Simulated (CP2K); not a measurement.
Set up this calculation in CP2K 2026.2, as the native input.

| Item | Value |
| --- | --- |
| Task | single point |
| Functional | PBEsol |
| Potentials or basis | POTENTIAL_UZH Cu GTH-PBE-q11, Al GTH-PBE-q3; TZVP-MOLOPT-PBE-GTH basis |
| Density cutoff | 6123 eV |
| k mesh | 7 × 7 × 7 |
| Occupations | fermi-dirac, width 0.05 eV |
| Spin | no spin polarisation |
| SCF solver | diagonalisation with k points |
| Quickstep method | GPW |
| EPS_DEFAULT | 1.0E-10 |
| EPS_SCF | 1.0E-6 |
| MAX_SCF | 100 |
| SCF_GUESS | ATOMIC |
| k points reduced by the point group | yes |
| Mesh centred on Gamma | yes |
| CHOLESKY | OFF |
| EPS_EIGVAL | 1.0E-7 |
| MIXING METHOD | BROYDEN_MIXING |
| MIXING ALPHA | 0.4 |
| NBUFFER | 8 |
| NGRIDS | 4 |
| Basis sets | Cu TZVP-MOLOPT-PBE-GTH-q11, Al TZVP-MOLOPT-PBE-GTH-q3 |
| Potentials | Cu GTH-PBE-q11 of POTENTIAL_UZH, Al GTH-PBE-q3 of POTENTIAL_UZH |
| ADDED_MOS | [24] |
| MPI ranks | 3 |
| REL_CUTOFF (Ry) | 60 Ry |
| MIXING BETA (1/bohr) | 1.5 1/bohr |
| CUTOFF of the grids | 450 Ry |

Crystal: Al2Cu (Khatyrkite).

```xyz
6
Lattice="4.9346 0.0000 0.0000 -2.5246 4.2399 0.0000 -1.2050 -2.1200 4.2900" Properties=species:S:1:pos:R:3 pbc="T T T"
Cu    0.6025    1.0600    0.0000
Cu    1.8075    3.1799    0.0000
Al    0.6855   -0.3896    2.1450
Al    3.0698    1.0600    0.7885
Al    0.5195    2.5096    2.1450
Al   -1.8648    1.0600    3.5015
```

One way to write it, as run:

al2cu_scf.inp

```
&GLOBAL
  PROJECT al2cu_scf
  RUN_TYPE ENERGY_FORCE
  PRINT_LEVEL LOW
&END GLOBAL
&FORCE_EVAL
  METHOD QS
  STRESS_TENSOR ANALYTICAL
  &DFT
    BASIS_SET_FILE_NAME BASIS_MOLOPT_UZH
    POTENTIAL_FILE_NAME POTENTIAL_UZH
    &MGRID
      CUTOFF 450
      REL_CUTOFF 60
      NGRIDS 4
    &END MGRID
    &QS
      METHOD GPW
      EPS_DEFAULT 1.0E-10
    &END QS
    &KPOINTS
      SCHEME MONKHORST-PACK 7 7 7
      GAMMA_CENTERED T
      SYMMETRY T
      SYMMETRY_BACKEND SPGLIB
    &END KPOINTS
    &SCF
      SCF_GUESS ATOMIC
      EPS_SCF 1.0E-6
      MAX_SCF 100
      ADDED_MOS 24
      CHOLESKY OFF
      EPS_EIGVAL 1.0E-7
      &DIAGONALIZATION ON
        ALGORITHM STANDARD
      &END DIAGONALIZATION
      &MIXING ON
        METHOD BROYDEN_MIXING
        ALPHA 0.4
        BETA 1.5
        NBUFFER 8
      &END MIXING
      &SMEAR ON
        METHOD FERMI_DIRAC
        ELECTRONIC_TEMPERATURE [K] 580.226
      &END SMEAR
    &END SCF
    &XC
      &XC_FUNCTIONAL
        &GGA_X_PBE_SOL
        &END GGA_X_PBE_SOL
        &GGA_C_PBE_SOL
        &END GGA_C_PBE_SOL
      &END XC_FUNCTIONAL
    &END XC
    &PRINT
      &KPOINTS ON
      &END KPOINTS
      &MULLIKEN ON
      &END MULLIKEN
      &MO ON
        ENERGIES T
        OCCUPATION_NUMBERS T
        &EACH
          QS_SCF 0
        &END EACH
        ADD_LAST NUMERIC
      &END MO
      &LOWDIN ON
      &END LOWDIN
      &HIRSHFELD ON
        SHAPE_FUNCTION DENSITY
      &END HIRSHFELD
    &END PRINT
  &END DFT
  &SUBSYS
    &CELL
      A 4.9346252897 0.0000000000 0.0000000000
      B -2.5246014679 4.2399191240 0.0000000000
      C -1.2050119109 -2.1199595620 4.2900168415
      PERIODIC XYZ
    &END CELL
    &COORD
      SCALED
      Cu  0.2500000000 0.2500000000 0.0000000000
      Cu  0.7500000000 0.7500000000 0.0000000000
      Al  0.3419000000 0.1581000000 0.5000000000
      Al  0.8419000000 0.3419000000 0.1838000000
      Al  0.6581000000 0.8419000000 0.5000000000
      Al  0.1581000000 0.6581000000 0.8162000000
    &END COORD
    &KIND Cu
      BASIS_SET TZVP-MOLOPT-PBE-GTH-q11
      POTENTIAL GTH-PBE-q11
    &END KIND
    &KIND Al
      BASIS_SET TZVP-MOLOPT-PBE-GTH-q3
      POTENTIAL GTH-PBE-q3
    &END KIND
    &PRINT
      &ATOMIC_COORDINATES ON
      &END ATOMIC_COORDINATES
      &CELL ON
      &END CELL
    &END PRINT
  &END SUBSYS
  &PRINT
    &FORCES ON
    &END FORCES
    &STRESS_TENSOR ON
    &END STRESS_TENSOR
  &END PRINT
&END FORCE_EVAL
```

Potentials or basis: POTENTIAL_UZH Cu GTH-PBE-q11, Al GTH-PBE-q3; TZVP-MOLOPT-PBE-GTH basis.

The run is started by

```sh
$ OMP_NUM_THREADS=1 mpirun -n 3 cp2k.psmp -i al2cu_scf.inp -o al2cu_scf.out
```

Results of the run:

- Pressure: -1.9 GPa
- Largest force: 0.056 eV/Å
- Band gap on the k mesh: none (metal or under the smearing width)
- Mulliken charges: Cu -0.82; Al +0.41 e
- Hirshfeld charges: Cu -0.11; Al +0.06 e

Caveat: Mulliken charges move with the basis; the potentials were made for another functional, which shifts forces and pressure; the basis of atomic orbitals isn't converged, which shifts pressures, moduli and gaps.

Wall time 84 s on 3 MPI ranks on Arm Neoverse V1 (shared host).
